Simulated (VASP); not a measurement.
# Ru (Im-3m) in VASP: further runs

The runs below take Ru through single point, with r2SCAN.

Program: VASP 6.6.1. These are calculated values, not measurements. Logs are shortened: lines on timing, memory, paths and dates and some standing lists are left out, and cuts for length are marked.

## Step 1: Starting point

The structure is cubic, space group Im-3m (No. 229). The conventional cell has a = 3.031 Å, b = 3.031 Å, c = 3.031 Å, α = 90.00°, β = 90.00°, γ = 90.00°. Around Ru (site symmetry m-3m) lie 8 Ru at 2.63 Å.

The cell was built by a generator and needn't be a form met in nature.

## Step 2: Single point, r2SCAN

The input, POSCAR:

```
Ru
1.0
   -1.5157292505      1.5157292505      1.5157292505
    1.5157292505     -1.5157292505      1.5157292505
    1.5157292505      1.5157292505     -1.5157292505
Ru
1
Direct
    0.0000000000      0.0000000000      0.0000000000
```

The input, INCAR.step1:

```
SYSTEM = Ru
PREC = Accurate ; ENCUT = 520
ISMEAR = 0 ; SIGMA = 0.1
LREAL = .False. ; LASPH = .True.
NELM = 100 ; NBANDS = 13
GGA = PE ; ALGO = Normal
EDIFF = 1E-4 ; LWAVE = .True.
LCHARG = .False.
```

The input, INCAR.step2:

```
SYSTEM = Ru
PREC = Accurate ; ENCUT = 520
EDIFF = 1E-7 ; ISMEAR = 0
SIGMA = 0.1 ; LREAL = .False.
LASPH = .True. ; NELM = 100
ALGO = Normal ; ISIF = 2
LWAVE = .False. ; LCHARG = .True.
METAGGA = R2SCAN ; LMIXTAU = .True.
LELF = .True. ; LVHAR = .True.
NBANDS = 13 ; ISTART = 1
```

The input, KPOINTS:

```
regular mesh
0
Gamma
  26 26 26
  0 0 0
```

Potentials or basis: VASP PAW PBE potentials, release 64 (Ru_pv).

Command:

```sh
cat potpaw_PBE.64/Ru_pv/POTCAR > POTCAR
cp INCAR.step1 INCAR
mpirun -np 1 vasp_std > vasp.out
cp INCAR.step2 INCAR
mpirun -np 1 vasp_std > vasp.out
```

OUTCAR:

```text
SYSTEM = Ru
   PREC = Accurate
   ENCUT = 520
   EDIFF = 1E-7
   ISMEAR = 0
   LREAL = .False.
   LASPH = .True.
   NELM = 100
   ISIF = 2
   METAGGA = R2SCAN
   ISTART = 1

 ion  position               nearest neighbor table
   1  0.000  0.000  0.000-

  LATTYP: Found a body centered cubic cell.
 ALAT       =     3.0314585010

  Lattice vectors:

 A1 = (  -1.5157292505,   1.5157292505,   1.5157292505)
 A2 = (   1.5157292505,  -1.5157292505,   1.5157292505)
 A3 = (   1.5157292505,   1.5157292505,  -1.5157292505)

Analysis of symmetry for initial positions (statically):
=====================================================================
 Subroutine PRICEL returns:
 Original cell was already a primitive cell.

 Routine SETGRP: Setting up the symmetry group for a
 body centered cubic supercell.

 Subroutine GETGRP returns: Found 48 space group operations
 (whereof 48 operations were pure point group operations)
 out of a pool of 48 trial point group operations.

The static configuration has the point symmetry O_h .

Analysis of symmetry for dynamics (positions and initial velocities):
=====================================================================
 Subroutine PRICEL returns:
 Original cell was already a primitive cell.

 Routine SETGRP: Setting up the symmetry group for a
 body centered cubic supercell.

 Subroutine GETGRP returns: Found 48 space group operations
 (whereof 48 operations were pure point group operations)
 out of a pool of 48 trial point group operations.

The dynamic configuration has the point symmetry O_h .

 Subroutine INISYM returns: Found 48 space group operations
 (whereof 48 operations are pure point group operations),
 and found     1 'primitive' translations

----------------------------------------------------------------------------------------

                                     Primitive cell

  volume of cell :      13.9292

  direct lattice vectors                    reciprocal lattice vectors
    -1.515729250  1.515729250  1.515729250     0.000000000  0.329874217  0.329874217
     1.515729250 -1.515729250  1.515729250     0.329874217  0.000000000  0.329874217
     1.515729250  1.515729250 -1.515729250     0.329874217  0.329874217  0.000000000

  length of vectors
     2.625320072  2.625320072  2.625320072     0.466512592  0.466512592  0.466512592

  position of ions in fractional coordinates (direct lattice)
     0.000000000  0.000000000  0.000000000

  ion indices of the primitive-cell ions
   primitive index   ion index
                 1           1

----------------------------------------------------------------------------------------

 KPOINTS: regular mesh

Automatic generation of k-mesh.
 Grid dimensions read from file:
 generate k-points for:   26   26   26

 Generating k-lattice:

  Cartesian coordinates                     Fractional coordinates (reciprocal lattice)
     0.000000000  0.012687470  0.012687470     0.038461538  0.000000000  0.000000000
     0.012687470  0.000000000  0.012687470     0.000000000  0.038461538  0.000000000
     0.012687470  0.012687470  0.000000000     0.000000000  0.000000000  0.038461538

  Length of vectors
     0.017942792  0.017942792  0.017942792

  Shift w.r.t. Gamma in fractional coordinates (k-lattice)
     0.000000000  0.000000000  0.000000000

 Subroutine IBZKPT returns following result:
 ===========================================

 Found    511 irreducible k-points:

 Following reciprocal coordinates:
            Coordinates               Weight
  0.000000  0.000000  0.000000      1.000000
  0.038462  0.000000  0.000000     12.000000
  0.076923  0.000000  0.000000     12.000000
  0.115385  0.000000  0.000000     12.000000
  0.153846  0.000000  0.000000     12.000000
  0.192308  0.000000  0.000000     12.000000
[... 16 lines left out ...]
  0.346154  0.038462  0.000000     48.000000
  0.384615  0.038462  0.000000     48.000000
 [... further k-points ...]
   k-points           NKPTS =    511   k-points in BZ     NKDIM =    511   number of bands    NBANDS=     13
   number of dos      NEDOS =    301   number of ions     NIONS =      1
   total plane-waves  NPLWV =   8000
   dimension x,y,z NGX =    20 NGY =   20 NGZ =   20
   dimension x,y,z NGXF=    40 NGYF=   40 NGZF=   40
   ions per type =               1
   NGX,Y,Z   is equivalent  to a cutoff of  12.66, 12.66, 12.66 a.u.
   NGXF,Y,Z  is equivalent  to a cutoff of  25.33, 25.33, 25.33 a.u.
 SYSTEM =  Ru
   PREC   = accura    normal or accurate (medium, high low for compatibility)
   ISTART =      1    job   : 0-new  1-cont  2-samecut
   ICHARG =      0    charge: 1-file 2-atom 10-const
   ISPIN  =      1    spin polarized calculation?
   LNONCOLLINEAR =      F non collinear calculations
   LSORBIT =      F    spin-orbit coupling
   LASPH  =      T    aspherical Exc in radial PAW
   ENCUT  =  520.0 eV  38.22 Ry    6.18 a.u.   4.88  4.88  4.88*2*pi/ulx,y,z
   NELM   =    100;   NELMIN=  2; NELMDL=  0     # of ELM steps
   EDIFF  = 0.1E-06   stopping-criterion for ELM
   LREAL  =      F    real-space projection
   EDIFFG = 0.1E-05   stopping-criterion for IOM
   NSW    =      0    number of steps for IOM
   IBRION =     -1    ionic relax: 0-MD 1-quasi-New 2-CG
   NFREE  =      0    steps in history (QN), initial steepest desc. (CG)
   ISIF   =      2    stress and relaxation
   ISYM   =      2    0-nonsym 1-usesym 2-fastsym
   POTIM  = 0.5000    time-step for ionic-motion
   TEBEG  =    0.0;   TEEND  =   0.0 temperature during run
   PSTRESS=    0.0 pullay stress
   NELECT =      14.0000    total number of electrons
   NUPDOWN=      -1.0000    fix difference up-down
   EMIN   =  10.00;   EMAX   =-10.00  energy-range for DOS
   EFERMI =   0.00;   METHOD = LEGACY
   ISMEAR =     0;   SIGMA  =   0.10  broadening in eV -4-tet -1-fermi 0-gaus
   EFERMI_NEDOS =   21; number of points for ismear=-14 and -15
   IALGO  =     38    algorithm
   IMIX   =      4    mixing-type and parameters
     AMIX     =   0.40;   BMIX     =  1.00
     AMIX_MAG =   1.60;   BMIX_MAG =  1.00
  volume/ion in A,a.u.               =      13.93        94.00
  Fermi-wavevector in a.u.,A,eV,Ry     =   1.639869  3.098903 36.588393  2.689171
  Thomas-Fermi vector in A             =   2.730603
   LORBIT       =      0    0 simple, 1 ext, 2 COOP (PROOUT), +10 PAW based schemes
   METAGGA = R2SCAN    functional components
   LHFCALC =     F    Hartree Fock is set to
   AEXX    =    0.0000 exact exchange contribution
   IVDW    =     0    specifies the selected vdW correction
   LEPSILON=     F    determine dielectric tensor
   LRPA    =     F    only Hartree local field effects (RPA)
 non-spin polarized calculation
 Gauss-broadening in eV      SIGMA  =   0.10
  energy-cutoff  :      520.00
  volume of cell :       13.93
 maximum number of plane-waves:       386
   NGX =  9   NGY =  9   NGZ =  9

 number of electron      13.9999998 magnetization

 Free energy of the ion-electron system (eV)
  ---------------------------------------------------
  ext. energy  EPLUGINS =         0.00000000
  ---------------------------------------------------
  free energy    TOTEN  =       -24.77861054 eV

  energy without entropy =      -24.76898628  energy(sigma->0) =      -24.77379841

 E-fermi :  12.4444     XC(G=0): -15.2091

 val. band max:       12.4443650677   @ k =   0.1923   0.0000   0.0000
 cond. band min:      12.4467637104   @ k =   0.1538   0.0769   0.0385
 fundamental gap:      0.0023986427
 Fermi energy:        12.4443729661

 k-point     1 :       0.0000    0.0000    0.0000
  band No.  band energies     occupation
      1     -31.4972      2.00000
      2     -31.4972      2.00000
      3     -31.4972      2.00000
      4       4.0682      2.00000
      5       9.4643      2.00000
      6       9.4643      2.00000
      7       9.4643      2.00000
      8      12.3705      1.70361
      9      12.3705      1.70361
     10      20.8755      0.00000
     11      30.4024      0.00000
     12      30.4024      0.00000
     13      30.4024      0.00000

 k-point     2 :       0.0385    0.0000    0.0000
  band No.  band energies     occupation
      1     -31.5136      2.00000
      2     -31.5024      2.00000
      3     -31.4973      2.00000
      4       4.1373      2.00000
      5       9.4323      2.00000
      6       9.4626      2.00000
      7       9.5229      2.00000
      8      12.3269      1.90345
      9      12.3723      1.69169
     10      20.8754      0.00000
     11      30.4410      0.00000
     12      30.4769      0.00000
     13      30.5084      0.00000

 k-point     3 :       0.0769    0.0000    0.0000
  band No.  band energies     occupation
      1     -31.5617      2.00000
      2     -31.5177      2.00000
      3     -31.4974      2.00000
      4       4.3403      2.00000
      5       9.3397      2.00000
      6       9.4550      2.00000
      7       9.6974      2.00000
      8      12.2105      1.99906
      9      12.3785      1.64837
     10      20.8754      0.00000
     11      30.5391      0.00000
     12      30.6682      0.00000
     13      30.8225      0.00000
[... 305 lines left out ...]
 k-point    23 :       0.3462    0.0385    0.0000
  band No.  band energies     occupation
      1     -32.3923      2.00000
      2     -31.7921      2.00000
      3     -31.5076      2.00000
      4       6.2591      2.00000
      5       7.9068      2.00000
      6      11.2356      2.00000
      7      12.2368      1.99666
      8      12.7960      0.00000
      9      13.8378      0.00000
     10      20.8755      0.00000
     11      25.9194      0.00000
     12      27.7954      0.00000
     13      33.7655      0.00000

 k-point    24 :       0.3846    0.0385    0.0000
  band No.  band energies     occupation
      1     -32.4728      2.00000
      2     -31.8203      2.00000
      3     -31.5081      2.00000
      4       6.1470      2.00000
      5       7.7788      2.00000
      6      11.8382      2.00000
      7      12.4254      1.21156
      8      12.9758      0.00000
      9      14.4369      0.00000
     10      20.8755      0.00000
     11      24.7330      0.00000
     12      27.3007      0.00000
     13      32.7571      0.00000

 [... further k-points ...]

------------------------ aborting loop because EDIFF is reached ----------------------------------------

  FORCE on cell =-STRESS in cart. coord.  units (eV):
  Direction    XX          YY          ZZ          XY          YZ          ZX
  --------------------------------------------------------------------------------------
  -------------------------------------------------------------------------------------
  Total        0.1210444      0.1210444      0.1210444      0.0000000      0.0000000      0.0000000
  in kB       13.9229251     13.9229251     13.9229251      0.0000000      0.0000000      0.0000000
  external PRESSURE =      13.9229251 kB  Pullay stress =       0.0000000 kB

 VOLUME and BASIS-vectors are now :
 -----------------------------------------------------------------------------
  energy-cutoff  :      520.00
  volume of cell :       13.93
      direct lattice vectors                 reciprocal lattice vectors
    -1.515729250  1.515729250  1.515729250     0.000000000  0.329874217  0.329874217
     1.515729250 -1.515729250  1.515729250     0.329874217  0.000000000  0.329874217
     1.515729250  1.515729250 -1.515729250     0.329874217  0.329874217  0.000000000

 POSITION                                       TOTAL-FORCE (eV/Angst)
 -----------------------------------------------------------------------------------
      0.00000      0.00000      0.00000         0.000000      0.000000     -0.000000
 -----------------------------------------------------------------------------------
    total drift:                                0.000000     -0.000000      0.000000

  FREE ENERGIE OF THE ION-ELECTRON SYSTEM (eV)
  ---------------------------------------------------
  free  energy   TOTEN  =       -24.7786105401 eV

  energy  without entropy=      -24.7689862813  energy(sigma->0) =      -24.77379841
```

It took 3.3 min on 1 thread of Intel Xeon Platinum 8488C (Sapphire Rapids), shared host; peak memory 0.19 GiB.

What came out:

| Quantity | Value |
| --- | --- |
| Free energy | -24.7786 eV |
| Pressure | 1.4 GPa |
| Band gap on the k mesh | none (metal or under the smearing width) |

Levels at points of the mesh, in eV from the Fermi level:
| k point | band 5 | band 6 | band 7 | band 8 | band 9 | band 10 |
| --- | --- | --- | --- | --- | --- | --- |
| (0.00, 0.00, 0.00) | -2.98 | -2.98 | -2.98 | -0.07 | -0.07 | 8.43 |
| (0.50, 0.00, 0.00) | -4.82 | -0.11 | 0.41 | 1.21 | 2.47 | 8.43 |
| (0.50, 0.50, 0.50) | -6.57 | 1.84 | 1.84 | 1.84 | 8.43 | 9.81 |

Caveat: the PAW data sets were made with another functional, which shifts forces and pressure a little.

## Step 3: Single point, r2SCAN

This run uses another cell than the first one: it holds 3 atoms, not 1.

The input, POSCAR:

```
Ru
1.0
    4.2379219216      0.0000000000      0.0000000000
   -2.1189609608      3.6701480434      0.0000000000
    0.0000000000      0.0000000000      2.6655942717
Ru
3
Direct
    0.0000000000      0.0000000000      0.0000000000
    0.3333333333      0.6666666667      0.5000000000
    0.6666666667      0.3333333333      0.5000000000
```

The input, INCAR.step1:

```
  ALGO = Normal
  EDIFF = 1E-4
  ENCUT = 520
  GGA = PE
  ISMEAR = 0
  LASPH = T
  LCHARG = F
  LREAL = F
  LWAVE = T
  NBANDS = 28
  NELM = 100
  PREC = Accurate
  SIGMA = 0.1
```

The input, INCAR.step2:

```
  ALGO = Normal
  EDIFF = 1E-7
  ENCUT = 520
  ISIF = 2
  ISMEAR = 0
  ISTART = 1
  LASPH = T
  LCHARG = F
  LMIXTAU = T
  LREAL = F
  LWAVE = F
  METAGGA = R2SCAN
  NBANDS = 28
  NELM = 100
  PREC = Accurate
  SIGMA = 0.1
```

The input, KPOINTS:

```
k-points
0
Gamma
  12 12 18
```

Potentials or basis: VASP PAW PBE potentials, release 64 (Ru_pv).

Command:

```sh
cat potpaw_PBE.64/Ru_pv/POTCAR > POTCAR
cp INCAR.step1 INCAR
mpirun -np 1 vasp_std > vasp.out
cp INCAR.step2 INCAR
mpirun -np 1 vasp_std > vasp.out
```

Wall time 3.7 min (1 thread of Intel Xeon 6975P-C (Granite Rapids), shared host); peak memory 0.28 GiB.

Results (log left out):

```yaml
Free_energy: -75.4941 eV
Pressure: 1.5 GPa
Band_gap_on_the_k_mesh: none (metal or under the smearing width)
```

Stress tensor (GPa, compression positive):
```
1.59 0.00 0.00
0.00 1.59 0.00
0.00 0.00 1.24
```

Levels at points of the mesh, in eV from the Fermi level:
```csv
k point,band 19,band 20,band 21,band 22,band 23,band 24
"(0.00, 0.00, 0.00)",-2.26,-1.52,-1.52,-1.42,-1.42,1.73
"(0.50, 0.00, 0.00)",-1.25,-1.18,0.40,0.81,0.83,0.86
"(0.00, 0.00, 0.50)",-2.07,0.69,0.69,1.39,1.39,2.47
"(0.50, 0.00, 0.50)",-0.85,-0.58,0.29,1.00,1.34,2.17
```

Caveat: the PAW data sets were made with another functional, which shifts forces and pressure a little.
